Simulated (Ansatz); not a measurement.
# P: the cost of one run

Computed with Ansatz 0.2.0 (DFT PBE, scalar-relativistic, plane waves, PAW, unless a step's input says otherwise).

## Step 1: The system as given

The structure is tetragonal, space group P4_2/mmc (No. 131). Conventional cell: a = 3.517 Å, b = 3.517 Å, c = 6.155 Å, α = 90.00°, β = 90.00°, γ = 90.00°. P (site symmetry mmm) has 4 P at 2.34 Å as nearest neighbours. Around P (site symmetry -4m2) lie 4 P at 2.34 Å.

Structure file:

```cif
data_structure
_symmetry_space_group_name_H-M 'P 1'
_symmetry_Int_Tables_number 1
_cell_length_a 3.5166
_cell_length_b 3.5166
_cell_length_c 6.1550
_cell_angle_alpha 90.000
_cell_angle_beta 90.000
_cell_angle_gamma 90.000
_cell_volume 76.11
loop_
_atom_site_label
_atom_site_type_symbol
_atom_site_fract_x
_atom_site_fract_y
_atom_site_fract_z
_atom_site_occupancy
P1 P 0.50000 0.00000 0.50000 1
P2 P 0.00000 0.50000 0.00000 1
P3 P 0.00000 0.00000 0.75000 1
P4 P 0.00000 0.00000 0.25000 1
```

Recipe of the guess: one element on all sites of the PtS type (P4_2/mmc, No. 131). Its size is a rough estimate.

## Step 2: A first look at the guess

The input, input.yaml:

```yaml
crystal:
  lattice:
    - [3.51655801, 0.0, 0.0]
    - [0.0, 3.51655801, 0.0]
    - [0.0, 0.0, 6.15496856]
  atoms:
    - { symbol: P, position: [0.5, 0.0, 0.5] }
    - { symbol: P, position: [0.0, 0.5, 0.0] }
    - { symbol: P, position: [0.0, 0.0, 0.75] }
    - { symbol: P, position: [0.0, 0.0, 0.25] }
basis:
  ecutwfc: 420
kpoints:
  mp_grid: { grid: [6, 6, 4] }
hamiltonian:
  xc: pbe
scf:
  occupations: { method: gaussian, width: 0.1 }
  lower_state_search: "off"
output:
  forces: true
  stress: true
  eigenvalues: true
```

Run with:

```bash
$ ansatz run input.yaml --threads 1 --pin off --max-ram 2048MiB --backend cpu --events-out ev --progress --plain --runs-dir out
```

**Question.** How long does this run take on 1 thread of Intel Xeon Platinum 8488C (Sapphire Rapids), shared host, and how much memory does it need?

About 2.1 s, with a peak of 0.34 GiB.
